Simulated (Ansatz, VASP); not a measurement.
One calculation of Ta, two programs

```
CELL_PARAMETERS angstrom
-1.65128 1.65128 1.63477
1.65128 -1.65128 1.63477
1.65128 1.65128 -1.63477
ATOMIC_POSITIONS crystal
Ta 0.00000 0.00000 0.00000
```

Alike in both runs: functional PBE; k mesh 10 × 10 × 10; occupations fermi-dirac, width 0.05 eV; no spin polarisation.

|  | VASP | Ansatz |
| --- | --- | --- |
| version | VASP 6.6.1 | Ansatz 0.2.0 |
| potentials or method | VASP PAW PBE potentials, release 64 (Ta_pv) | Ansatz PAW |
| plane-wave cutoff (eV) | 520 | 420 |
| valence electrons in the cell | 11 | 13 |
| task | single point | band structure |

Ansatz gave:

- gap on the k mesh at the Fermi level (eV): none
- pressure (GPa): 6.8
- largest component of the traceless stress (GPa): 1.05

Task: Which values does VASP return?

Result: gap on the k mesh at the Fermi level (eV): none; pressure (GPa): 6.9; largest component of the traceless stress (GPa): 1.04.

A gap of «none» marks a metal or a gap that the smearing closes. The functional is the same, so the differences come from potentials, cutoffs and numerics. The two sets of potentials don't hold the same shells in valence.

Caveats: spin-orbit coupling is left out, which moves the levels of the heavy elements (Ansatz). The runs have no spin-orbit coupling, so splittings on Ta are missing.
